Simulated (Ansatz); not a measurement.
## EuS under changes of volume

One of the cells (26.424 Å³/atom); the others are scaled copies at fixed shape and fractional positions:

```
CELL_PARAMETERS angstrom
0.00000 2.97850 2.97850
2.97850 0.00000 2.97850
2.97850 2.97850 0.00000
ATOMIC_POSITIONS crystal
Eu 0.00000 0.00000 0.00000
S 0.50000 0.50000 0.50000
```

```yaml
Program: Ansatz 0.2.0
Functional: PBEsol
Dispersion: D3(BJ)
Potentials_or_basis: Ansatz PAW
Cutoff: "420 eV (not typed: the program's choice for these potentials)"
k_mesh: 8 × 8 × 8
Occupations: fermi-dirac, width 0.05 eV
Spin: collinear spin, ferromagnetic start
Starting_moments: "[7.0, 0.0] μB"
```

```tsv
volume (Å³/atom)	energy over the lowest point (meV/atom)	pressure (GPa)	moment (μB per cell)
24.838	0.00	-5.4	6.96
25.367	19.11	-6.2	6.96
25.895	40.86	-7.0	6.97
26.424	64.84	-7.6	6.98
26.952	?	?	?
27.481	118.45	-8.7	6.99
28.009	147.65	-9.1	6.99
```

**Question.** What does the run at 26.952 Å³/atom give?

**Answer.** Energy over the lowest point 90.78 meV/atom; pressure -8.2 GPa; moment 6.98 μB per cell.

Worked out: A Birch-Murnaghan fit of order 3 (a polynomial in V^(-2/3)) to the other rows has no minimum within the range. It gives 90.76 meV/atom at 26.952 Å³/atom, against the run's 90.78, and -dE/dV = -8.1 GPa, against -8.2. A straight line through the other rows of the moment, of slope 0.0109 μB per Å³/atom, gives 6.98 μB, against the run's 6.98.

Energies are extrapolated to zero smearing.

Caveats: a cell with one magnetic atom can't hold antiferromagnetic order, which such compounds often take; without U or exact exchange the open f shell lies at the Fermi level, which spoils levels, moments and volumes; pairwise dispersion overbinds metals, which lowers pressure and volume; the PAW data sets come from PBE, with cores solved anew for the run's functional, which leaves a small shift of forces and pressure.
